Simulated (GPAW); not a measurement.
A run of GPAW 26.7.0 is set up as follows.

Contents of run.py:

```python
import json
import numpy as np
from ase import Atoms
from ase.dft.bandgap import bandgap
from ase.dft.wannier import Wannier
from ase.io import write
from ase.units import GPa
from gpaw import GPAW, PW, setup_paths

setup_paths.insert(0, '.')

atoms = Atoms(['Al', 'Al', 'N', 'N'],
              cell=[[3.113, 0.0, 0.0],
                    [-1.5565, 2.695937082, 0.0],
                    [0.0, 0.0, 4.981]],
              scaled_positions=[[0.6666666667, 0.3333333333, 0.5],
                                [0.3333333333, 0.6666666667, 0.0],
                                [0.6666666667, 0.3333333333, 0.88],
                                [0.3333333333, 0.6666666667, 0.38]],
              pbc=True)

calc = GPAW(mode=PW(800),
            xc='WC',
            kpts={'size': (10, 10, 6), 'gamma': True},
            occupations={'name': 'fermi-dirac', 'width': 0.05},
            nbands=18,
            convergence={'density': 1e-05, 'energy': 1e-05},
            mixer={'backend': 'pulay', 'beta': 0.02, 'nmaxold': 8, 'weight': 100.0},
            maxiter=60,
            txt='gpaw.txt')
atoms.calc = calc
energy = atoms.get_potential_energy()
forces = atoms.get_forces()
stress = atoms.get_stress()
calc.write('gs.gpw')
write('result.traj', atoms)
print(f'Energy: {energy:.6f} eV')
print('Forces (eV/A):')
print(forces.round(4))
print('Stress (GPa):', (stress / GPa).round(3))
print('Fermi level:', round(calc.get_fermi_level(), 4), 'eV')
print(f'Gap: {bandgap(calc)[0]:.4f} eV, direct: {bandgap(calc, direct=True)[0]:.4f} eV')

nocc = int(round(calc.get_number_of_electrons() / 2))
full = calc.fixed_density(kpts={'size': (4, 4, 4), 'gamma': True}, symmetry='off', nbands=nocc + 6,
                          convergence={'bands': nocc}, txt='full.txt')
wan, values = None, []
for seed in range(6):  # several starts, since the search can end in a local maximum
    trial = Wannier(nwannier=nocc, calc=full, nbands=nocc, functional='std',
                    initialwannier='orbitals' if seed == 0 else 'random', rng=np.random.RandomState(seed))
    trial.localize(tolerance=1e-6)
    values.append(trial.get_functional_value())
    print(f'start {seed}: functional {values[-1]:.5f}', flush=True)
    if values[-1] == max(values):
        wan = trial
wan.localize(step=0.1, tolerance=1e-8)
wan.translate_all_to_cell((0, 0, 0))
centres, spreads = wan.get_centers(), wan.get_spreads()
for x, s in zip(centres, spreads):
    d = np.linalg.norm(atoms.repeat(3).positions - atoms.cell.sum(0) - x, axis=1)
    print(x.round(4), f'spread {s:.4f} A^2, nearest {atoms[d.argmin() % len(atoms)].symbol} at {d.min():.3f} A')
onsite = wan.get_hopping((0, 0, 0)).diagonal().real
print('On-site energies:', onsite.round(4))
json.dump({'centres': centres.tolist(), 'spreads': spreads.tolist(), 'onsite': onsite.tolist(), 'values': values},
          open('wannier.json', 'w'))
```

Potentials or basis: PAW data sets generated in the run's folder for this functional, pw.

Launch:

```sh
$ gpaw-setup -f WC Al N
$ OMP_NUM_THREADS=1 python run.py
```

(1) Predict the total Wannier spread.

(2) Predict the band gap on the k mesh.

(3) Predict the largest force.

(4) Predict the pressure.

Results:

(1) 7.73 Å² over 8 functions.

(2) 4.16 eV, direct.

(3) 0.131 eV/Å.

(4) 0.9 GPa.
